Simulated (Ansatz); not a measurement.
## AlCo: equation of state with PBE

The system is AlCo.

```xyz
2
Lattice="2.8194 0.0000 0.0000 0.0000 2.8194 0.0000 0.0000 0.0000 2.8194" Properties=species:S:1:pos:R:3 pbc="T T T"
Co    1.4097    1.4097    1.4097
Al    0.0000    0.0000    0.0000
```

The cell is a database's computed one.

```
Program             : Ansatz 0.2.0
Task                : equation of state
Functional          : PBE
Potentials or basis : Ansatz PAW
Cutoff              : 420 eV
Density cutoff      : 1680 eV
k mesh              : 9 × 9 × 9
Occupations         : fermi-dirac, width 0.05 eV
Spin                : collinear spin, ferromagnetic start
Starting moments    : [2.0, 0.0] μB
```

```json
{"Equilibrium volume": "11.60 Å³/atom", "Bulk modulus": "179 GPa", "Pressure derivative of the bulk modulus": "4.3"}
```

Energy against volume, from the lowest point:
```
volume (Å³/atom)  energy (meV/atom)
          10.533              64.49
          10.758              38.67
          10.982              19.97
          11.206               7.71
          11.430               1.23
          11.654               0.00
          11.878               3.49
```

All runs of the series together: 32 s on 2 threads of AMD EPYC 7571, on a shared host.
